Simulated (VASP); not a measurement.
# CsI (Pm-3m) in VASP: single point with LDA

Aim: the single point of CsI with LDA.

Program: VASP 6.6.1. These are calculated values, not measurements. Logs are shortened: lines on timing, memory, paths and dates and some standing lists are left out, and cuts for length are marked.

## 1. Starting point

Symmetry: Pm-3m, No. 221, cubic system. Conventional cell: a = 4.567 Å, b = 4.567 Å, c = 4.567 Å, α = 90.00°, β = 90.00°, γ = 90.00°. Cs (site symmetry m-3m) is surrounded by 8 I at 3.95 Å. Around I (site symmetry m-3m) lie 8 Cs at 3.95 Å.

## 2. Single point, LDA

File INCAR:

```
SYSTEM = CsI
PREC = Accurate ; ENCUT = 520
EDIFF = 1E-6 ; ISMEAR = 0
SIGMA = 0.05 ; LREAL = .FALSE.
LASPH = .TRUE. ; NELM = 100
ALGO = Normal ; ISIF = 2
LWAVE = .FALSE. ; LCHARG = .FALSE.
NBANDS = 15
```

File KPOINTS:

```
regular mesh
0
G
  6 6 6
  0 0 0
```

File POSCAR:

```
CsI
1.0
    4.5667000000      0.0000000000      0.0000000000
    0.0000000000      4.5667000000      0.0000000000
    0.0000000000      0.0000000000      4.5667000000
Cs I
1 1
Direct
    0.0000000000      0.0000000000      0.0000000000
    0.5000000000      0.5000000000      0.5000000000
```

Potentials or basis: VASP PAW LDA potentials, release 64 (Cs_sv, I).

Command:

```bash
$ cat potpaw_LDA.64/Cs_sv/POTCAR potpaw_LDA.64/I/POTCAR > POTCAR
$ mpirun -np 1 vasp_std > vasp.out
```

OUTCAR:

```text
SYSTEM = CsI
   PREC = Accurate
   ENCUT = 520
   EDIFF = 1E-6
   ISMEAR = 0
   LREAL = .FALSE.
   LASPH = .TRUE.
   NELM = 100
   ISIF = 2

 ion  position               nearest neighbor table
   1  0.000  0.000  0.000-
   2  0.500  0.500  0.500-

  LATTYP: Found a simple cubic cell.
 ALAT       =     4.5667000000

  Lattice vectors:

 A1 = (   4.5667000000,   0.0000000000,   0.0000000000)
 A2 = (   0.0000000000,   4.5667000000,   0.0000000000)
 A3 = (   0.0000000000,   0.0000000000,   4.5667000000)

Analysis of symmetry for initial positions (statically):
=====================================================================
 Subroutine PRICEL returns:
 Original cell was already a primitive cell.

 Routine SETGRP: Setting up the symmetry group for a
 simple cubic supercell.

 Subroutine GETGRP returns: Found 48 space group operations
 (whereof 48 operations were pure point group operations)
 out of a pool of 48 trial point group operations.

The static configuration has the point symmetry O_h .

Analysis of symmetry for dynamics (positions and initial velocities):
=====================================================================
 Subroutine PRICEL returns:
 Original cell was already a primitive cell.

 Routine SETGRP: Setting up the symmetry group for a
 simple cubic supercell.

 Subroutine GETGRP returns: Found 48 space group operations
 (whereof 48 operations were pure point group operations)
 out of a pool of 48 trial point group operations.

The dynamic configuration has the point symmetry O_h .

 Subroutine INISYM returns: Found 48 space group operations
 (whereof 48 operations are pure point group operations),
 and found     1 'primitive' translations

----------------------------------------------------------------------------------------

                                     Primitive cell

  volume of cell :      95.2374

  direct lattice vectors                    reciprocal lattice vectors
     4.566700000  0.000000000  0.000000000     0.218976504  0.000000000  0.000000000
     0.000000000  4.566700000  0.000000000     0.000000000  0.218976504  0.000000000
     0.000000000  0.000000000  4.566700000     0.000000000  0.000000000  0.218976504

  length of vectors
     4.566700000  4.566700000  4.566700000     0.218976504  0.218976504  0.218976504
[... 83 lines left out ...]
   ISYM   =      2    0-nonsym 1-usesym 2-fastsym
   POTIM  = 0.5000    time-step for ionic-motion
   TEBEG  =    0.0;   TEEND  =   0.0 temperature during run
   PSTRESS=    0.0 pullay stress
   NELECT =      16.0000    total number of electrons
   NUPDOWN=      -1.0000    fix difference up-down
   EMIN   =  10.00;   EMAX   =-10.00  energy-range for DOS
   EFERMI =   0.00;   METHOD = LEGACY
   ISMEAR =     0;   SIGMA  =   0.05  broadening in eV -4-tet -1-fermi 0-gaus
   EFERMI_NEDOS =   21; number of points for ismear=-14 and -15
   IALGO  =     38    algorithm
   IMIX   =      4    mixing-type and parameters
     AMIX     =   0.40;   BMIX     =  1.00
     AMIX_MAG =   1.60;   BMIX_MAG =  1.00
  volume/ion in A,a.u.               =      47.62       321.35
  Fermi-wavevector in a.u.,A,eV,Ry     =   0.903328  1.707043 11.102385  0.816002
  Thomas-Fermi vector in A             =   2.026641
   LORBIT       =      0    0 simple, 1 ext, 2 COOP (PROOUT), +10 PAW based schemes
   GGA     = CA    functional components
   LHFCALC =     F    Hartree Fock is set to
   AEXX    =    0.0000 exact exchange contribution
   IVDW    =     0    specifies the selected vdW correction
   LEPSILON=     F    determine dielectric tensor
   LRPA    =     F    only Hartree local field effects (RPA)
 non-spin polarized calculation
 Gauss-broadening in eV      SIGMA  =   0.05
  energy-cutoff  :      520.00
  volume of cell :       95.24
 maximum number of plane-waves:      2593
 NGX is ok and might be reduce to    36
   NGX = 17   NGY = 17   NGZ = 17

 number of electron      16.0000003 magnetization

 Free energy of the ion-electron system (eV)
  ---------------------------------------------------
  ext. energy  EPLUGINS =         0.00000000
  ---------------------------------------------------
  free energy    TOTEN  =        -6.14234758 eV

  energy without entropy =       -6.14234758  energy(sigma->0) =       -6.14234758

 E-fermi :   0.9433     XC(G=0):  -8.0816

 val. band max:        0.6551798664   @ k =   0.5000   0.5000   0.0000
 cond. band min:       4.1924825154   @ k =   0.0000   0.0000   0.0000
 fundamental gap:      3.5373026490
 Fermi energy:         0.9433409471

 k-point     1 :       0.0000    0.0000    0.0000
  band No.  band energies     occupation
      1     -19.6795      2.00000
      2     -10.0656      2.00000
      3      -6.3769      2.00000
      4      -6.3769      2.00000
      5      -6.3769      2.00000
      6       0.5646      2.00000
      7       0.5646      2.00000
      8       0.5646      2.00000
      9       4.1925      0.00000
     10       4.6184      0.00000
     11       4.6184      0.00000
     12       8.3302      0.00000
     13       8.3302      0.00000
     14       8.3302      0.00000
[... 329 lines left out ...]
      2      -9.7888      2.00000
      3      -6.6444      2.00000
      4      -6.6444      2.00000
      5      -6.6444      2.00000
      6      -0.6976      2.00000
      7      -0.6976      2.00000
      8      -0.6976      2.00000
      9       7.6157      0.00000
     10       7.6157      0.00000
     11       7.6157      0.00000
     12       8.3803      0.00000
     13       8.3803      0.00000
     14       8.3803      0.00000
     15      10.4311      0.00000

------------------------ aborting loop because EDIFF is reached ----------------------------------------

  FORCE on cell =-STRESS in cart. coord.  units (eV):
  Direction    XX          YY          ZZ          XY          YZ          ZX
  --------------------------------------------------------------------------------------
  -------------------------------------------------------------------------------------
  Total       -0.8113411     -0.8113411     -0.8113411      0.0000000      0.0000000     -0.0000000
  in kB      -13.6491812    -13.6491812    -13.6491812      0.0000000      0.0000000     -0.0000000
  external PRESSURE =     -13.6491812 kB  Pullay stress =       0.0000000 kB

 VOLUME and BASIS-vectors are now :
 -----------------------------------------------------------------------------
  energy-cutoff  :      520.00
  volume of cell :       95.24
      direct lattice vectors                 reciprocal lattice vectors
     4.566700000  0.000000000  0.000000000     0.218976504  0.000000000  0.000000000
     0.000000000  4.566700000  0.000000000     0.000000000  0.218976504  0.000000000
     0.000000000  0.000000000  4.566700000     0.000000000  0.000000000  0.218976504

 POSITION                                       TOTAL-FORCE (eV/Angst)
 -----------------------------------------------------------------------------------
      0.00000      0.00000      0.00000         0.000000      0.000000      0.000000
      2.28335      2.28335      2.28335         0.000000      0.000000      0.000000
 -----------------------------------------------------------------------------------
    total drift:                               -0.000000      0.000000      0.000000

  FREE ENERGIE OF THE ION-ELECTRON SYSTEM (eV)
  ---------------------------------------------------
  free  energy   TOTEN  =        -6.1423475807 eV

  energy  without entropy=       -6.1423475807  energy(sigma->0) =       -6.14234758
```

OSZICAR:

```text
N       E                     dE             d eps       ncg     rms          rms(c)
DAV:   1     0.834544116023E+02    0.83454E+02   -0.61306E+03   600   0.883E+02
DAV:   2     0.998075175614E+00   -0.82456E+02   -0.75884E+02   815   0.139E+02
DAV:   3    -0.619477927832E+01   -0.71929E+01   -0.71730E+01   796   0.456E+01
DAV:   4    -0.629105350013E+01   -0.96274E-01   -0.96267E-01   777   0.648E+00
DAV:   5    -0.629195756916E+01   -0.90407E-03   -0.90407E-03   831   0.567E-01    0.157E+00
DAV:   6    -0.617336678326E+01    0.11859E+00   -0.84524E-02   754   0.148E+00    0.107E+00
DAV:   7    -0.614319490479E+01    0.30172E-01   -0.68513E-02   740   0.129E+00    0.483E-01
DAV:   8    -0.614250255581E+01    0.69235E-03   -0.84525E-03   691   0.445E-01    0.689E-02
DAV:   9    -0.614233275376E+01    0.16980E-03   -0.39080E-04   761   0.122E-01    0.464E-02
DAV:  10    -0.614235856488E+01   -0.25811E-04   -0.12232E-04   719   0.472E-02    0.272E-02
DAV:  11    -0.614234933338E+01    0.92315E-05   -0.59393E-05   747   0.348E-02    0.612E-03
DAV:  12    -0.614234758324E+01    0.17501E-05   -0.50652E-06   712   0.127E-02    0.244E-03
DAV:  13    -0.614234758074E+01    0.25007E-08   -0.39912E-07   461   0.304E-03
   1 F= -.61423476E+01 E0= -.61423476E+01  d E =-.147262E-17
```

Run time: 19 s. Hardware: 1 thread of Intel Xeon 6975P-C (Granite Rapids), shared host; peak memory 0.18 GiB.

Results:

```yaml
Free_energy: -6.1423 eV
Pressure: -1.4 GPa
Band_gap_on_the_k_mesh: 3.54 eV, indirect (least direct gap 3.63 eV)
```

Caveat: spin-orbit coupling is left out, which moves the levels of the heavy elements. A k mesh can miss the band edges.
